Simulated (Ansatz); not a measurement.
What strain does to InSe (C2/m)

A 4-atom cell of InSe (C2/m) from a materials database, relaxed with r2SCAN+rVV10 in Ansatz 0.2.0. It is monoclinic, C2/m (No. 12); a = 11.759 Å, b = 4.110 Å, c = 4.698 Å, β = 110.3° in the conventional setting, 26.61 Å³ an atom. In is surrounded by 3 Se at 2.68–2.69 Å and 1 In at 2.79 Å; Se is surrounded by 3 In at 2.68–2.69 Å.

The axes x, y and z are those of this cell:
```
CELL_PARAMETERS angstrom
5.87913 -2.05490 0.06814
5.87913 2.05490 0.06814
-1.68332 0.00000 4.38589
ATOMIC_POSITIONS crystal
In 0.11320 0.11320 0.96513
In 0.88680 0.88680 0.03487
Se 0.34258 0.34258 0.35094
Se 0.65742 0.65742 0.64906
```

Unstrained: The PBE gap is indirect, 0.907 eV (k = (0.286, 0.286, -1/3) to k = (0.404, 0.404, -0.052)), below the direct gap of 1.226 eV at k = (0.286, 0.286, -1/3). r2SCAN gives an indirect gap of 1.268 eV, from k = (0.286, 0.286, -1/3) to k = (0.404, 0.404, -0.052); the least direct gap is 1.614 eV at A. Meshes: PBE 6×6×6, r2SCAN 6×6×6. Strains are changes of length per length. After each strain the atoms were relaxed again with r2SCAN+rVV10 within the symmetry that the strain leaves, so tilts or polar shifts that break it weren't tested; points keep the names that they have in the unstrained zone. The values are computed, spin-unpolarised, and not measurements.

Changes of the least gap in eV (an overlap counts as a negative gap):
```csv
strain,volume change (%),space group,PBE,r2SCAN
uniaxial -2.78 % along x,-2.8,C2/m,-0.084,-0.082
isotropic -5.94 % on every length,-16.8,C2/m,-0.120,-0.097
```

Uniaxial -2.78 % along x, other directions held. r2SCAN: the gap goes from 1.268 to 1.186 eV (-0.082 eV); the edges go from (0.286, 0.286, -1/3) → (0.404, 0.404, -0.052) to (0.315, 0.315, -0.310) → A. Stress change with PBE, compression positive: xx +3.33, yy +1.01, zz +1.03, xz +0.03 GPa.

Isotropic -5.94 % on every length. r2SCAN: the gap goes from 1.268 to 1.171 eV (-0.097 eV); the edges go from (0.286, 0.286, -1/3) → (0.404, 0.404, -0.052) to (0.253, 0.253, -0.354) → (1/3, 1/3, 0.057). Stress change with PBE, compression positive: xx +15.93, yy +11.81, zz +8.39, xz -0.44 GPa.

No spin-orbit coupling is included; it can move band edges with weight on the heavy atoms by tenths of an eV.

Where an edge lies off the special points, it is a point of the mesh or the k point where a search put PBE's edge or least direct gap, reused for the other functionals, whose own edges may lie a little apart.

Coordinates of k points refer to the reciprocal vectors of the primitive cell of the runs.
